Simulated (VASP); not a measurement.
# Ga: single point with PBEsol

The system is Ga.

```xyz
4
Lattice="4.4074 0.0000 0.0000 0.0000 4.4898 0.0000 2.1406 0.0000 3.8527" Properties=species:S:1:pos:R:3 pbc="T T T"
Ga    5.5271    0.3738    3.2520
Ga    2.2531    1.8711    1.3257
Ga    1.0209    4.1160    0.6007
Ga    4.2949    2.6187    2.5270
```

The cell isn't the ideal one: bulk in the cell of the (1 1 0) plane.

| Item | Value |
| --- | --- |
| Program | VASP 6.6.1 |
| Task | single point |
| Functional | PBEsol |
| Potentials or basis | VASP PAW PBE potentials, release 64 (Ga_d) |
| Cutoff | 520 eV |
| k mesh | 8 × 8 × 9 |
| Occupations | gaussian, width 0.1 eV |
| Spin | no spin polarisation |

* Pressure: 0.0 GPa
* Largest force: 0.039 eV/Å
* Band gap on the k mesh: none (metal or under the smearing width)

Forces on the atoms (eV/Å):
```
Ga   0.035 -0.006  0.017
Ga   0.035  0.006  0.017
Ga  -0.035  0.006 -0.017
Ga  -0.035 -0.006 -0.017
```

Stress tensor (GPa, compression positive):
```
-0.02  0.00 -0.12
 0.00  0.07  0.00
-0.12  0.00 -0.07
```

Levels at points of the mesh, in eV from the Fermi level:
```
           k point  band 24  band 25  band 26  band 27  band 28  band 29
(0.00, 0.00, 0.00)    -1.78    -1.67    -0.77     0.92     0.98     1.08
(0.50, 0.00, 0.00)    -3.45    -1.41    -1.41     0.73     0.73     4.23
(0.00, 0.50, 0.00)    -0.05    -0.02    -0.02     0.09     0.09     2.08
(0.50, 0.50, 0.00)    -6.37    -1.57    -1.57     0.53     0.53     7.36
```

Wall time 6.7 min on 1 thread of Intel(R) Xeon(R) Platinum 8488C (Sapphire Rapids), with other jobs on the host, peak memory 0.6 GiB.

Caveat: the PAW data sets were made with another functional, which shifts forces and pressure a little.
